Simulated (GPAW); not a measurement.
BAs, 2 atoms in the cell. Symmetry: F-43m, No. 216, cubic system. The conventional cell has a = 4.777 Å, b = 4.777 Å, c = 4.777 Å, α = 90.00°, β = 90.00°, γ = 90.00°. As (site symmetry -43m) is surrounded by 4 B at 2.07 Å. Around B (site symmetry -43m) lie 4 As at 2.07 Å. 

```yaml
Program: GPAW 26.7.0
Task: single point
Functional: PBEsol
Potentials_or_basis: PAW data sets generated in the run's folder for this functional
Cutoff: 800 eV
Basis: pw
k_mesh: 10 × 10 × 10
Occupations: fermi-dirac, width 0.05 eV
Spin: no spin polarisation
Maxiter: 150
```

Potentials or basis: PAW data sets generated in the run's folder for this functional, pw.

The run is started by

```console
$ gpaw-setup -f PBEsol As B
$ OMP_NUM_THREADS=1 python run.py
```

Hardware: 1 thread of Arm Neoverse V1, on a shared host.

Task: Estimate the wall time of this run.

Result: Wall time 19 s on 1 thread of Arm Neoverse V1, with other jobs on the host, peak memory 0.16 GiB. Counts: scf iterations 9, plane waves 1422, bands 11, k points 47.
